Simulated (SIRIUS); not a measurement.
# C (P4/mmm) in SIRIUS: a series of runs

One crystal, C, is run at these levels: LDA, PBE, PBEsol, RPBE, revPBE; tasks: single point.

All numbers are computed with SIRIUS 7.10.0; they aren't measurements. Logs are shortened: lines on timing, memory, paths and dates and some standing lists are left out, and cuts for length are marked. The log counts tension as positive stress, the text compression.

## (1) Starting point

Symmetry: P4/mmm, No. 123, tetragonal system. Conventional cell: a = 4.255 Å, b = 4.255 Å, c = 1.282 Å, α = 90.00°, β = 90.00°, γ = 90.00°. Around C (site symmetry 4/mmm) lie 2 C at 1.28 Å.

The cell was built by a generator and needn't be a form met in nature.

## (2) Single point, LDA

sirius.json

```json
{
  "control": {
    "processing_unit": "cpu",
    "verbosity": 2,
    "num_bands_to_print": 8,
    "print_forces": true,
    "print_stress": true
  },
  "parameters": {
    "electronic_structure_method": "pseudopotential",
    "xc_functionals": ["XC_LDA_X", "XC_LDA_C_PW"],
    "gk_cutoff": 9.1,
    "pw_cutoff": 18.2,
    "ngridk": [6, 6, 20],
    "shiftk": [0, 0, 0],
    "smearing": "fermi_dirac",
    "smearing_width": 0.0018374661,
    "num_bands": 8,
    "num_mag_dims": 0,
    "num_dft_iter": 100,
    "energy_tol": 1e-08,
    "density_tol": 1e-06
  },
  "iterative_solver": {
    "type": "davidson",
    "min_tolerance": 1e-09,
    "tolerance_scale": [0.1, 0.25]
  },
  "mixer": {
    "type": "anderson",
    "beta": 0.7,
    "max_history": 8
  },
  "settings": {
    "tol_ne": 1e-10,
    "pseudo_grid_cutoff": 6.5
  },
  "unit_cell": {
    "lattice_vectors": [
      [8.041105913724, 0.0, 0.0],
      [0.0, 8.041105913724, 0.0],
      [0.0, 0.0, 2.423176912346]
    ],
    "atom_coordinate_units": "lattice",
    "atom_types": ["C"],
    "atom_files": {
      "C": "C.json"
    },
    "atoms": {
      "C": [
        [0.5, 0.5, 0.5]
      ]
    }
  }
}
```

Potentials or basis: PseudoDojo 0.4.1 PBE standard (scalar relativistic).

On the command line:

```console
> upf_to_json C.upf
> OMP_NUM_THREADS=1 sirius.scf --input=sirius.json --output=out.json --task=0
```

Standard output:

```text
[info] SIRIUS version : 7.10.0
[info] number of MPI ranks           : 1
[info] MPI grid                      : 1 1
[info] maximum number of OMP threads : 1
[fft] FFT context for density and potential
[fft] =====================================
[fft]   comm size                             : 1
[fft]   plane wave cutoff                     : 18.2
[fft]   grid size                             : 50 50 18   total : 45000
[fft]   grid limits                           : -24 25   -24 25   -8 9
[fft]   number of G-vectors within the cutoff : 7946
[fft]   local number of G-vectors             : 7946
[fft]   number of G-shells                    : 1222
[fft] FFT context for coarse grid
[fft] =====================================
[fft]   comm size                             : 1
[fft]   plane wave cutoff                     : 18.2
[fft]   grid size                             : 50 50 18   total : 45000
[fft]   grid limits                           : -24 25   -24 25   -8 9
[fft]   number of G-vectors within the cutoff : 7946
[fft]   local number of G-vectors             : 7946
[fft]   number of G-shells                    : 1222
[unit cell] lattice vectors
[unit cell]   a1 :       8.0411059137      0.0000000000      0.0000000000
[unit cell]   a2 :       0.0000000000      8.0411059137      0.0000000000
[unit cell]   a3 :       0.0000000000      0.0000000000      2.4231769123
[unit cell] reciprocal lattice vectors
[unit cell]   b1 :       0.7813832294      0.0000000000      0.0000000000
[unit cell]   b2 :       0.0000000000      0.7813832294      0.0000000000
[unit cell]   b3 :       0.0000000000      0.0000000000      2.5929536037
[unit cell] unit cell volume :       156.68112724 [a.u.^3]
[unit cell] 1/sqrt(omega)    :         0.07988986
[unit cell] MT volume        :         0.00000000 ( 0.00%)
[unit cell] IT volume        :       156.68112724 (100.00%)
[unit cell] number of atom types : 1
[unit cell] type id : 0 symbol :  C mt_radius :  12.470000 num_atoms : 1
[unit cell] total number of atoms : 1
[unit cell] number of symmetry classes : 1
[unit cell] number of PAW atoms : 0
[unit cell] atom id  type id  class id             position                      vector_field
[unit cell] ------------------------------------------------------------------------------------------
[unit cell]      0        0        0      0.50000   0.50000   0.50000      0.00000   0.00000   0.00000
[unit cell] atom id         position (Cartesian, a.u.)
[unit cell] ---------------------------------------------
[unit cell]      0       4.020553    4.020553    1.211588
[unit cell] class id : 0 atom id : 0
[unit cell] minimum bond length:     2.423177
[unit cell] total number of pseudo wave-functions: 4
[sym] space group number   : 123
[sym] international symbol : P4/mmm
[sym] Hall symbol          : -P 4 2
[sym] space group transformation matrix :
[sym]   1.0000  0.0000  0.0000
[sym]   0.0000  1.0000  0.0000
[sym]   0.0000  0.0000  1.0000
[sym] space group origin shift :
[sym]   0.0000  0.0000  0.0000
[sym] number of space group operations  : 16
[sym] number of magnetic group operations : 16
[sym] metric tensor error: 0.0000e+00
[sym] rotation matrix error: 0.0000e+00
[sym] symmetry operations
[... list of symmetry operations ...]
[atom type] label          : C
[atom type] --------------------------------------------------------------------------------
[atom type] symbol         : C
[atom type] name           :
[atom type] zn             : 4
[atom type] mass           : 0
[atom type] mt_radius      : 12.47
[atom type] num_mt_points  : 1248
[atom type] grid_origin    : 0
[atom type] grid_name      : external
[atom type] number of core electrons    : 0
[atom type] number of valence electrons : 4
[atom type] total number of radial functions : 4
[atom type] lmax of radial functions         : 1
[atom type] max. number of radial functions  : 2
[atom type] total number of basis functions  : 8
[atom type] number of aw basis functions     : 8
[atom type] number of lo basis functions     : 0
[atom type] lmax_apw                         : -1
[atom type] lmax of beta-projectors          : 1
[atom type] number of ps wavefunctions       : 2
[atom type] charge augmentation              : false
[atom type] vloc is set                      : true
[... 157 lines left out ...]
[find] Free energy (E-TS)             :      -5.95949851 (Ha),     -11.91899702 (Ry)
[find] band gap (eV)                  :       0.00000000
[find] Efermi                         :      -0.03828683
[find] iteration : 3, RMS : 3.208647186981e-05, energy difference : -1.662881456266e-05
[find] Hartree energy of density residual : 3.306906470750e-08
[find] | SCF iteration   4 out of 100|
[diagonalize] iterative solver tolerance (occupied, empty): 3.20865e-06 3.20865e-06
[... 28 lines left out ...]
[find] Total energy                   :      -5.95926941 (Ha),     -11.91853882 (Ry)
[find] Free energy (E-TS)             :      -5.95949930 (Ha),     -11.91899860 (Ry)
[find] band gap (eV)                  :       0.00000000
[find] Efermi                         :      -0.03835718
[find] iteration : 7, RMS : 2.787890157966e-07, energy difference : -4.084412807970e-09
[find] Hartree energy of density residual : 1.698729372110e-11
[find] | SCF iteration   8 out of 100|
[diagonalize] iterative solver tolerance (occupied, empty): 1.25338e-08 1.25338e-08
[diagonalize] average number of iterations: 2.65455
[find] Total energy                   :      -5.95926941 (Ha),     -11.91853882 (Ry)
[find] Free energy (E-TS)             :      -5.95949930 (Ha),     -11.91899860 (Ry)
[find] band gap (eV)                  :       0.00000000
[find] Efermi                         :      -0.03835680
[find] iteration : 8, RMS : 3.007429371145e-07, energy difference : -1.431690321851e-09
[find] Hartree energy of density residual : 1.110339072575e-12
[find] bands are converged : true
[find] iterative solver converged : false
[find] +------------------------------+
[find] | SCF iteration   9 out of 100|
[find] +------------------------------+
[diagonalize] iterative solver tolerance (occupied, empty): 3.13344e-09 3.13344e-09
[diagonalize] average number of iterations: 2.46364
[diagonalize] Lowest band energies
[diagonalize] ik:    0   -0.636952   -0.227823   -0.227823    0.091551    0.248497    0.422051    0.422051    0.516233
[diagonalize] ik:    1   -0.636608   -0.231893   -0.227468    0.104446    0.248295    0.382628    0.392855    0.513422
[diagonalize] ik:    2   -0.635914   -0.239582   -0.226750    0.137949    0.227029    0.347703    0.395718    0.553898
[diagonalize] ik:    3   -0.635565   -0.243228   -0.226388    0.181204    0.184015    0.335459    0.441506    0.481724
[diagonalize] ik:    4   -0.636268   -0.231776   -0.231114    0.116698    0.253206    0.322236    0.454470    0.492806
[diagonalize] ...
[diagonalize] ik:  105   -0.370988    0.279593    0.372055    0.374256    0.785439    0.818249    0.962211    0.977028
[diagonalize] ik:  106   -0.370970    0.280187    0.371043    0.374357    0.777021    0.820306    0.981275    0.986320
[diagonalize] ik:  107   -0.370953    0.280713    0.372283    0.372313    0.789112    0.796676    0.988996    1.012270
[diagonalize] ik:  108   -0.370936    0.281289    0.371304    0.372420    0.783688    0.796417    0.998399    1.045349
[diagonalize] ik:  109   -0.370918    0.281856    0.371435    0.371435    0.787379    0.787379    1.009043    1.014176
[find] Charges and magnetic moments
[find] --------------------------------------------------------------------------------
[find] total charge          : 4.000000
[find] Energy
[find] --------------------------------------------------------------------------------
[find] valence_eval_sum               :      -1.36627129
[find] <rho|V^{XC}>                   :      -2.26478343
[find] <rho|E^{XC}>                   :      -2.06336462
[find] <mag|B^{XC}>                   :       0.00000000
[find] <rho|V^{H}>                    :       6.59142046
[find] one-electron contribution      :      -5.69290832 (Ha),     -11.38581664 (Ry)
[find] hartree contribution           :       3.29571023
[find] xc contribution                :      -2.06336462
[find] ewald contribution             :      -1.49870868
[find] PAW contribution               :       0.00000000
[find] smearing (-TS)                 :      -0.00022989
[find] SCF correction                 :       0.00000198
[find] Total energy                   :      -5.95926941 (Ha),     -11.91853882 (Ry)
[find] Free energy (E-TS)             :      -5.95949930 (Ha),     -11.91899860 (Ry)
[find] band gap (eV)                  :       0.00000000
[find] Efermi                         :      -0.03835712
[find] iteration : 9, RMS : 1.395232777587e-07, energy difference : 6.356621895520e-10
[find] Hartree energy of density residual : 1.211495347992e-12
[find] bands are converged : false
[find] iterative solver converged : true
[find] converged after 10 SCF iterations!
[find] Charges and magnetic moments
[find] --------------------------------------------------------------------------------
[find] total charge          : 4.000000
[find] Energy
[find] --------------------------------------------------------------------------------
[find] valence_eval_sum               :      -1.36627129
[find] <rho|V^{XC}>                   :      -2.26478343
[find] <rho|E^{XC}>                   :      -2.06336462
[find] <mag|B^{XC}>                   :       0.00000000
[find] <rho|V^{H}>                    :       6.59142046
[find] one-electron contribution      :      -5.69290832 (Ha),     -11.38581664 (Ry)
[find] hartree contribution           :       3.29571023
[find] xc contribution                :      -2.06336462
[find] ewald contribution             :      -1.49870868
[find] PAW contribution               :       0.00000000
[find] smearing (-TS)                 :      -0.00022989
[find] SCF correction                 :       0.00000198
[find] Total energy                   :      -5.95926941 (Ha),     -11.91853882 (Ry)
[find] Free energy (E-TS)             :      -5.95949930 (Ha),     -11.91899860 (Ry)
[find] band gap (eV)                  :       0.00000000
[find] Efermi                         :      -0.03835712
[ground_state] === stress tensor components [kbar] ===
[ground_state] === stress_kin ===
[ground_state] -5587.252269    0.000000    0.000000
[ground_state]     0.000000-5587.252269    0.000000
[ground_state]     0.000000    0.000000-4183.169400
[ground_state] === stress_har ===
[ground_state]    -3.277759    0.000000   -0.000000
[ground_state]     0.000000   -3.277759    0.000000
[ground_state]    -0.000000    0.000000-6182.009220
[ground_state] === stress_ewald ===
[ground_state]  6199.344415    0.000000    0.000000
[ground_state]     0.000000 6199.344415    0.000000
[ground_state]     0.000000    0.000000-9584.468205
[ground_state] === stress_vloc ===
[ground_state] -2167.795443    0.000000    0.000000
[ground_state]     0.000000-2167.795443    0.000000
[ground_state]     0.000000    0.00000018291.059625
[ground_state] === stress_xc ===
[ground_state]   378.216901    0.000000    0.000000
[ground_state]     0.000000  378.216901    0.000000
[ground_state]     0.000000    0.000000  378.216901
[ground_state] === stress_core ===
[ground_state]   737.685704    0.000000    0.000000
[ground_state]     0.000000  737.685704    0.000000
[ground_state]     0.000000    0.000000  768.928710
[ground_state] === stress_nonloc ===
[ground_state]   451.971499    0.000000   -0.000000
[ground_state]     0.000000  451.971499    0.000000
[ground_state]    -0.000000    0.000000  502.251270
[ground_state] === stress_us_nl ===
[ground_state]   451.971499    0.000000   -0.000000
[ground_state]     0.000000  451.971499    0.000000
[ground_state]    -0.000000    0.000000  502.251270
[ground_state] === stress_total ===
[ground_state]     8.893047    0.000000    0.000000
[ground_state]     0.000000    8.893047    0.000000
[ground_state]     0.000000    0.000000   -9.190318
[ground_state] ==== total Forces in Ha/bohr =====
[ground_state] atom:    0, force:       0.0000000      0.0000000      0.0000000
[... 8 lines left out ...]
[ground_state] ==== Ewald forces from ions =====
[ground_state] atom:    0, force:       0.0000000      0.0000000      0.0000000
[~DFT_ground_state] local op. applied: 23934
[~DFT_ground_state] evp. work count: 13209
[~DFT_ground_state] number of iterative solver steps: 3613
```

Run time: 23 s. Hardware: 1 thread of Arm Neoverse V2, shared host; peak memory 0.29 GiB.

What came out:

| Property | Result |
| --- | --- |
| Free energy | -162.1662 eV |
| Pressure | -0.3 GPa |
| Band gap on the k mesh | none (metal or under the smearing width) |

Stress tensor (GPa, compression positive):
```
-0.89  0.00  0.00
 0.00 -0.89  0.00
 0.00  0.00  0.92
```

Caveat: the potentials were made for another functional, which shifts forces and pressure.

[end of part 1 of 3]
